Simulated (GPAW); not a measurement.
# Bi2Se3 (Paraguanajuatite) (R-3m) in GPAW: notebook

Runs on Bi2Se3 (Paraguanajuatite). Level: PBE. Tasks: dielectric tensor.

All numbers are computed with GPAW 26.7.0; they aren't measurements. Logs are shortened: lines on timing, memory, paths and dates and some standing lists are left out, and cuts for length are marked. The log counts tension as positive stress, the text compression.

## Step 1: The structure

The structure is trigonal, space group R-3m (No. 166). The conventional cell has a = 4.087 Å, b = 4.087 Å, c = 28.249 Å, α = 90.00°, β = 90.00°, γ = 120.00°. Bi (site symmetry 3m) is surrounded by 6 Se at 2.81 to 3.03 Å. Around Se (site symmetry 3m) lie 3 Bi at 2.81 Å. Around Se (site symmetry -3m) lie 6 Bi at 3.03 Å.

## Step 2: Dielectric tensor, PBE

The input, run.py:

```python
import numpy as np
from ase import Atoms
from ase.dft.bandgap import bandgap
from ase.io import write
from gpaw import GPAW, PW
from gpaw.response.df import DielectricFunction

atoms = Atoms(['Bi', 'Bi', 'Se', 'Se', 'Se'],
              cell=[[2.0435033248, 1.1798171946, 9.416326528],
                    [-2.0435033248, 1.1798171946, 9.416326528],
                    [0.0, -2.3596343894, 9.416326528]],
              scaled_positions=[[0.5992, 0.5992, 0.5992],
                                [0.4008, 0.4008, 0.4008],
                                [0.7883, 0.7883, 0.7883],
                                [0.2117, 0.2117, 0.2117],
                                [0.0, 0.0, 0.0]],
              pbc=True)

calc = GPAW(mode=PW(500),
            xc='PBE',
            kpts={'size': (6, 6, 6), 'gamma': True},
            occupations={'name': 'fermi-dirac', 'width': 0.001},
            nbands=39,
            convergence={'density': 1e-06},
            maxiter=150,
            txt='gpaw.txt')
atoms.calc = calc
energy = atoms.get_potential_energy()
calc.write('gs.gpw')
write('result.traj', atoms)
print(f'Energy: {energy:.6f} eV')
print('Fermi level:', round(calc.get_fermi_level(), 4), 'eV')
print(f'Gap: {bandgap(calc)[0]:.4f} eV, direct: {bandgap(calc, direct=True)[0]:.4f} eV')

for size in [(6, 6, 6)]:
    name = 'x'.join(str(n) for n in size)
    dense = calc.fixed_density(kpts={'size': size, 'gamma': True},
                               nbands=70, convergence={'bands': 64, 'eigenstates': 1e-7},
                               update_fermi_level=True, txt=f'dense-{name}.txt')
    dense.write(f'{name}.gpw', mode='all')
    df = DielectricFunction(f'{name}.gpw', frequencies=np.array([0.0]), hilbert=False, eta=0.001,
                            ecut=80, nbands=64, intraband=False, txt=f'df-{name}.txt')
    for xc in ['RPA']:
        for direction in ['x', 'y', 'z', [0, 1, 1], [1, 0, 1], [1, 1, 0]]:
            e0, e = df.get_macroscopic_dielectric_constant(xc=xc, direction=direction)
            print(f'{name} {xc} {direction}: {e0:.4f} without, {e:.4f} with local fields')
```

Potentials or basis: GPAW PAW data sets (gpaw-data 1.2.1), pw.

Started as:

```sh
> OMP_NUM_THREADS=1 python run.py
```

gpaw.txt:

```text
__  _  _
 | _ |_)|_||  |
 |__||  | ||/\| - 26.7.0

Input parameters:
  mode=PW(ecut=500.0),
  convergence={'density': 1e-06},
  kpts=MonkhorstPack(size=(6, 6, 6), gamma=True),
  maxiter=150,
  nbands=39,
  occupations=Occupations(name='fermi-dirac', width=0.001),
  xc=XC(name='PBE')

Diagonalizing LCAO Hamiltonian
Converting LCAO to pw mode

       Se

       Bi

       Bi

       Se

       Se

Atoms  # Å, Bohr magnetons
|   | symbol |         x |         y |         z |    initial magnetic moments |
|---|--------|-----------|-----------|-----------|-----------------------------|
| 0 |     Bi |  0.000000 | -0.000000 | 16.926789 | ( 0.0000,  0.0000,  0.0000) |
| 1 |     Bi | -0.000000 | -0.000000 | 11.322191 | ( 0.0000,  0.0000,  0.0000) |
| 2 |     Se | -0.000000 | -0.000000 | 22.268671 | ( 0.0000,  0.0000,  0.0000) |
| 3 |     Se |  0.000000 | -0.000000 |  5.980309 | ( 0.0000,  0.0000,  0.0000) |
| 4 |     Se |  0.000000 |  0.000000 |  0.000000 | ( 0.0000,  0.0000,  0.0000) |

Unit cell  # Å
| periodic |         x |         y |        z |  lengths |    angles |
|----------|-----------|-----------|----------|----------|-----------|
|      yes |  2.043503 |  1.179817 | 9.416327 | 9.707475 | 24.304273 |
|      yes | -2.043503 |  1.179817 | 9.416327 | 9.707475 | 24.304273 |
|      yes |  0.000000 | -2.359634 | 9.416327 | 9.707475 | 24.304273 |

Number of symmetries: 12
Symmetry operations  # r_c * U_cc + t_c -> r_c
|    | kind |            matrix            |
|----|------|------------------------------|
|  0 |  E   |  1, 0, 0,  0, 1, 0,  0, 0, 1 |
|  1 |  σ   |  1, 0, 0,  0, 0, 1,  0, 1, 0 |
|  2 |  σ   |  0, 1, 0,  1, 0, 0,  0, 0, 1 |
|  3 |  C3  |  0, 1, 0,  0, 0, 1,  1, 0, 0 |
|  4 |  C3  |  0, 0, 1,  1, 0, 0,  0, 1, 0 |
|  5 |  σ   |  0, 0, 1,  0, 1, 0,  1, 0, 0 |
|  6 |  C2  |  0, 0,-1,  0,-1, 0, -1, 0, 0 |
|  7 |  S6  |  0, 0,-1, -1, 0, 0,  0,-1, 0 |
|  8 |  S6  |  0,-1, 0,  0, 0,-1, -1, 0, 0 |
|  9 |  C2  |  0,-1, 0, -1, 0, 0,  0, 0,-1 |
| 10 |  C2  | -1, 0, 0,  0, 0,-1,  0,-1, 0 |
| 11 |  i   | -1, 0, 0,  0,-1, 0,  0, 0,-1 |

BZ-sampling:
  Number of BZ points: 216
  Number of IBZ points: 32

  Monkhorst-Pack size: [6, 6, 6]
  Monkhorst-Pack shift: [0.08333333333333333, 0.08333333333333333, 0.08333333333333333]

K-points  # in reciprocal-cell coordinates
|     |                                coordinates |     weight |
|-----|--------------------------------------------|------------|
|   0 | (  0.00000000,   0.00000000,   0.00000000) | 0.00462963 |
|   1 | (  0.16666667,   0.00000000,  -0.16666667) | 0.02777778 |
|   2 | (  0.16666667,   0.00000000,   0.00000000) | 0.02777778 |
|   3 | (  0.16666667,   0.16666667,  -0.16666667) | 0.02777778 |
|   4 | (  0.16666667,   0.16666667,   0.00000000) | 0.02777778 |
|   5 | (  0.16666667,   0.16666667,   0.16666667) | 0.00925926 |
|   6 | (  0.33333333,  -0.16666667,  -0.16666667) | 0.02777778 |
|   7 | (  0.33333333,   0.00000000,  -0.33333333) | 0.02777778 |
|   8 | (  0.33333333,   0.00000000,  -0.16666667) | 0.05555556 |
|   9 | (  0.33333333,   0.00000000,   0.00000000) | 0.02777778 |
| ... |                                            |            |
|  31 | (  0.50000000,   0.50000000,   0.50000000) | 0.00462963 |

Plane wave coefficients: 3503
Cutoff: 500.0 eV

Spin-components: 1 (collinear spins)
Bands:           39
Projectors:      27
Spin-degeneracy: 2
Datatype:        complex128

Parallelization:
  kpt:    1
  domain: 1
  band:   1

Density:
  Valence electrons: 48.0
  Components: 1
  Grid points: [54 54 54]
  Charge: 0.0  # |e|

Potential:
  Grid points: [54 54 54]

species:
  Bi:
    name:    Bismuth
    Z:       83.0
    valence: 15
    core:    68
    charge:  0.0  # [|e|]
    compensation charges:
      type: gauss
      rc: 0.38  # [Å]
      lmax: 2
    cutoffs:
      filter: 2.23  # [Å]
      core: 2.33  # [Å]
    projectors
    | kind |    occ | energy [eV] | rcut [Å] |
    |------|--------|-------------|----------|
    |   6s |  2.000 |     -14.385 |    1.286 |
    |   6p |  3.000 |      -4.580 |    1.275 |
    |   5d | 10.000 |     -27.119 |    1.349 |
    |    s |        |      12.827 |    1.286 |
    |    p |        |      22.631 |    1.275 |
    |    d |        |       0.093 |    1.349 |

    Using partial waves for Bi as LCAO basis

  Se:
    name:    Selenium
    Z:       34.0
    valence: 6
    core:    28
    charge:  0.0  # [|e|]
    compensation charges:
      type: gauss
      rc: 0.27  # [Å]
      lmax: 2
    cutoffs:
      filter: 1.77  # [Å]
      core: 2.67  # [Å]
    projectors
    | kind |    occ | energy [eV] | rcut [Å] |
    |------|--------|-------------|----------|
    |   4s |  2.000 |     -17.277 |    0.847 |
    |   4p |  4.000 |      -6.512 |    1.005 |
    |    s |        |       9.935 |    0.847 |
    |    p |        |      20.699 |    1.005 |
    |    d |        |       0.000 |    0.847 |

    Using partial waves for Se as LCAO basis

Reference energy: -1368007.362297  # eV

eigensolver:
  PPCG
  Converge bands: occupied
  niter=2

density mixing:
  MSR1-Mixer
  Pratt-step length: 0.05
  Maximum mixing coefficient: 0.75
  Old densities: 10
  SVD Regularization: 0.005
  Good broyden scale: 1.0
  Trust region scale: 1.0
  Backstep threshold: 4.0
  History deletion threshold: 6.0
  Fourier metric: weight=20.0, sigma=0.015

occupation numbers:
  Fermi-Dirac:
    width: 0.0010  # eV

poisson solver:
  ecut: 4000.0  # eV

xc functional:
  name: PBE with 2 nearest neighbor stencil

convergence criteria:
- Maximum integral of absolute [dens]ity change: 1e-06 electrons / valence electron
- Maximum [total energy] change in last 3 cyles: 0.0005 eV / valence electron
- Maximum integral of absolute [eigenst]ate change: 4e-08 eV^2 / valence electron
maximum number of iterations: 150

SCF iterations
|iter     | |      energy | eigst |  dens |
|---------|-|-------------|-------|-------|
|iter:   1| |  -22.090733 | +0.01 |       |
|iter:   2| |  -21.987855 | -2.02 | -1.19 |
|iter:   3| |  -21.658406 | -2.33 | -1.25 |
|iter:   4| |  -21.541719 | -3.10 | -1.57 |
|iter:   5| |  -21.536515 | -3.73 | -1.93 |
|iter:   6| |  -21.537465c| -4.22 | -2.30 |
|iter:   7| |  -21.537591c| -5.41 | -3.26 |
|iter:   8| |  -21.537616c| -6.02 | -3.78 |
|iter:   9| |  -21.537618c| -6.74 | -4.36 |
|iter:  10| |  -21.537619c| -7.49c| -4.92 |
|iter:  11| |  -21.537618c| -8.59c| -5.60 |
|iter:  12| |  -21.537618c| -9.07c| -6.35c|

Converged in 12 steps
Energy contributions relative to reference atoms: (reference = -1368007.362297)

Energy contributions:
  Kinetic:          76.239552
  Coulomb:         -71.071387
  Zero:             -3.153972
  External:          0.000000
  Xc:              -23.551811
  Entropy:          -0.000000
  Spinorbit:         0.000000
  ----------------------------
  Free energy:     -21.537618
  Extrapolated:    -21.537618

dipole moment: (-0.000000, 0.000000, -103.987904)  # |e|*Ang

Fermi level: 6.563
Eigenvalues  # (at kpt = [0.000, 0.000, 0.000])
| band index |      eig [eV] | occ [0-2] |
|------------|---------------|-----------|
|          0 |       -16.931 |     2.000 |
|        ... |               |           |
|         16 |         4.232 |     2.000 |
|         17 |         4.401 |     2.000 |
|         18 |         4.401 |     2.000 |
|         19 |         4.412 |     2.000 |
|         20 |         4.412 |     2.000 |
|         21 |         5.093 |     2.000 |
[... 8 lines left out ...]
|         30 |        12.173 |     0.000 |
|         31 |        13.362 |     0.000 |
|        ... |               |           |
|         38 |        15.093 |     0.000 |

Gap: 0.161 eV
Transition (v -> c):
  (s=0, k=0, n=23, [0.00, 0.00, 0.00]) -> (s=0, k=0, n=24, [0.00, 0.00, 0.00])
No difference between direct/indirect transitions
# Writing to gs.gpw (mode='')
```

Wall time 13 min (1 thread of INTEL XEON PLATINUM 8581C at 2.30GHz (Emerald Rapids), shared host); peak memory 1.1 GiB.

What came out:

```yaml
Free_energy: -21.5376 eV
Band_gap_on_the_k_mesh: 0.16 eV, direct
Electronic_dielectric_tensor_diagonal: 21.04, 21.04, 45.31
```

Electronic dielectric tensor:
```
21.04  0.00  0.00
 0.00 21.04  0.00
 0.00  0.00 45.31
```

Caveat: the gap is small at this level, which inflates the dielectric constant; the long-wavelength limit can be off by a per cent or two; spin-orbit coupling is left out, which as a rule narrows the gap of such compounds by several tenths of an eV; the program warned that so skewed a cell can give wrong results.

## Step 3: Dielectric tensor, PBE

This run uses another cell than the first one, of 27.81 Å³/atom, 1.021 times its volume.

run.py, as its differences from that of step 2:

```diff
@@ -8,5 +8,5 @@
 atoms = Atoms(['Bi', 'Bi', 'Se', 'Se', 'Se'],
-              cell=[[2.0435033248, 1.1798171946, 9.416326528],
-                    [-2.0435033248, 1.1798171946, 9.416326528],
-                    [0.0, -2.3596343894, 9.416326528]],
+              cell=[[2.0575968965, 1.1879541221, 9.4812687632],
+                    [-2.0575968965, 1.1879541221, 9.4812687632],
+                    [0.0, -2.3759082442, 9.4812687632]],
               scaled_positions=[[0.5992, 0.5992, 0.5992],
```

Potentials or basis: GPAW PAW data sets (gpaw-data 1.2.1), pw.

Started as:

```sh
> OMP_NUM_THREADS=1 python run.py
```

gpaw.txt:

```text
__  _  _
 | _ |_)|_||  |
 |__||  | ||/\| - 26.7.0

Input parameters:
  mode=PW(ecut=500.0),
  convergence={'density': 1e-06},
  kpts=MonkhorstPack(size=(6, 6, 6), gamma=True),
  maxiter=150,
  nbands=39,
  occupations=Occupations(name='fermi-dirac', width=0.001),
  xc=XC(name='PBE')

Diagonalizing LCAO Hamiltonian
Converting LCAO to pw mode

       Se

       Bi

       Bi

       Se

       Se

Atoms  # Å, Bohr magnetons
|   | symbol |        x |         y |         z |    initial magnetic moments |
|---|--------|----------|-----------|-----------|-----------------------------|
| 0 |     Bi | 0.000000 | -0.000000 | 17.043529 | ( 0.0000,  0.0000,  0.0000) |
| 1 |     Bi | 0.000000 |  0.000000 | 11.400278 | ( 0.0000,  0.0000,  0.0000) |
| 2 |     Se | 0.000000 | -0.000000 | 22.422252 | ( 0.0000,  0.0000,  0.0000) |
| 3 |     Se | 0.000000 | -0.000000 |  6.021554 | ( 0.0000,  0.0000,  0.0000) |
| 4 |     Se | 0.000000 |  0.000000 |  0.000000 | ( 0.0000,  0.0000,  0.0000) |

Unit cell  # Å
| periodic |         x |         y |        z |  lengths |    angles |
|----------|-----------|-----------|----------|----------|-----------|
|      yes |  2.057597 |  1.187954 | 9.481269 | 9.774426 | 24.304273 |
|      yes | -2.057597 |  1.187954 | 9.481269 | 9.774426 | 24.304273 |
|      yes |  0.000000 | -2.375908 | 9.481269 | 9.774426 | 24.304273 |

Number of symmetries: 12
Symmetry operations  # r_c * U_cc + t_c -> r_c
|    | kind |            matrix            |
|----|------|------------------------------|
[... 124 lines left out ...]
  Backstep threshold: 4.0
  History deletion threshold: 6.0
  Fourier metric: weight=20.0, sigma=0.015

occupation numbers:
  Fermi-Dirac:
    width: 0.0010  # eV

poisson solver:
  ecut: 4000.0  # eV

xc functional:
  name: PBE with 2 nearest neighbor stencil

convergence criteria:
- Maximum integral of absolute [dens]ity change: 1e-06 electrons / valence electron
- Maximum [total energy] change in last 3 cyles: 0.0005 eV / valence electron
- Maximum integral of absolute [eigenst]ate change: 4e-08 eV^2 / valence electron
maximum number of iterations: 150

SCF iterations
|iter     | |      energy | eigst |  dens |
|---------|-|-------------|-------|-------|
|iter:   1| |  -22.203268 | -0.02 |       |
|iter:   2| |  -22.084273 | -2.03 | -1.18 |
|iter:   3| |  -21.737355 | -2.33 | -1.24 |
|iter:   4| |  -21.624030 | -3.11 | -1.56 |
|iter:   5| |  -21.619266 | -3.73 | -1.92 |
|iter:   6| |  -21.620134c| -4.20 | -2.27 |
|iter:   7| |  -21.620253c| -5.41 | -3.29 |
|iter:   8| |  -21.620279c| -5.99 | -3.78 |
|iter:   9| |  -21.620281c| -6.77 | -4.38 |
|iter:  10| |  -21.620281c| -7.61c| -4.94 |
|iter:  11| |  -21.620281c| -8.62c| -5.56 |
|iter:  12| |  -21.620281c| -8.96c| -6.29c|

Converged in 12 steps
Energy contributions relative to reference atoms: (reference = -1368007.362297)

Energy contributions:
  Kinetic:          70.464483
  Coulomb:         -66.322195
  Zero:             -3.148587
  External:          0.000000
  Xc:              -22.613982
  Entropy:          -0.000000
  Spinorbit:         0.000000
  ----------------------------
  Free energy:     -21.620281
  Extrapolated:    -21.620281

dipole moment: (-0.000000, 0.000000, -104.703658)  # |e|*Ang

Fermi level: 6.297
Eigenvalues  # (at kpt = [0.000, 0.000, 0.000])
| band index |      eig [eV] | occ [0-2] |
|------------|---------------|-----------|
|          0 |       -17.179 |     2.000 |
|        ... |               |           |
|         16 |         4.000 |     2.000 |
|         17 |         4.198 |     2.000 |
|         18 |         4.198 |     2.000 |
|         19 |         4.203 |     2.000 |
|         20 |         4.203 |     2.000 |
|         21 |         4.874 |     2.000 |
[... 8 lines left out ...]
|         30 |        11.940 |     0.000 |
|         31 |        13.119 |     0.000 |
|        ... |               |           |
|         38 |        14.828 |     0.000 |

Gap: 0.179 eV
Transition (v -> c):
  (s=0, k=0, n=23, [0.00, 0.00, 0.00]) -> (s=0, k=0, n=24, [0.00, 0.00, 0.00])
No difference between direct/indirect transitions
# Writing to gs.gpw (mode='')
```

df-6x6x6.txt:

```text
FrequencyGridDescriptor(from 0.000 to 0.000 eV, 1 points)
FrequencyGridDescriptor(from 0.000 to 0.000 eV, 1 points)

Calculating chi0 body with:
    Ground state adapter containing:
    Number of spins: 1
    Number of kpoints: 216
    Number of irreducible kpoints: 32
    Number of completely occupied states: 24
    Number of partially occupied states: 24

    Linear response parametrization:
    q_c: [0.0, 0.0, 0.0]
    Number of frequency points: 1
    Planewave cutoff: 80.0
    Number of bands: 64
    Number of planewaves: 211
    Broadening (eta): 0.001

Integrating chi0 body.

Symmetries of q_c:
    Direct symmetries (Uq -> q): 12
    Indirect symmetries (TUq -> q): 0
In total 12 allowed symmetries.

Integral kind: response function

Calculating chi0 optical extensions with:
    Ground state adapter containing:
    Number of spins: 1
    Number of kpoints: 216
    Number of irreducible kpoints: 32
    Number of completely occupied states: 24
    Number of partially occupied states: 24

    Linear response parametrization:
    Number of frequency points: 1
    Planewave cutoff: 80.0
    Number of bands: 64
    Number of planewaves: 211
    Broadening (eta): 0.001
Integrating chi0 head and wings.

Symmetries of q_c:
    Direct symmetries (Uq -> q): 12
    Indirect symmetries (TUq -> q): 0
In total 12 allowed symmetries.

Integral kind: response function wings

Finished calculating chi0
```

Wall time 13 min (1 thread of INTEL XEON PLATINUM 8581C at 2.30GHz (Emerald Rapids), shared host); peak memory 1.1 GiB.

What came out:

* Free energy: -21.6203 eV
* Band gap on the k mesh: 0.18 eV, direct
* Electronic dielectric tensor (diagonal): 20.90, 20.90, 37.48

Electronic dielectric tensor:
```
20.90  0.00  0.00
 0.00 20.90  0.00
 0.00  0.00 37.48
```

Caveat: the gap is small at this level, which inflates the dielectric constant; the long-wavelength limit can be off by a per cent or two; spin-orbit coupling is left out, which as a rule narrows the gap of such compounds by several tenths of an eV; the program warned that so skewed a cell can give wrong results.
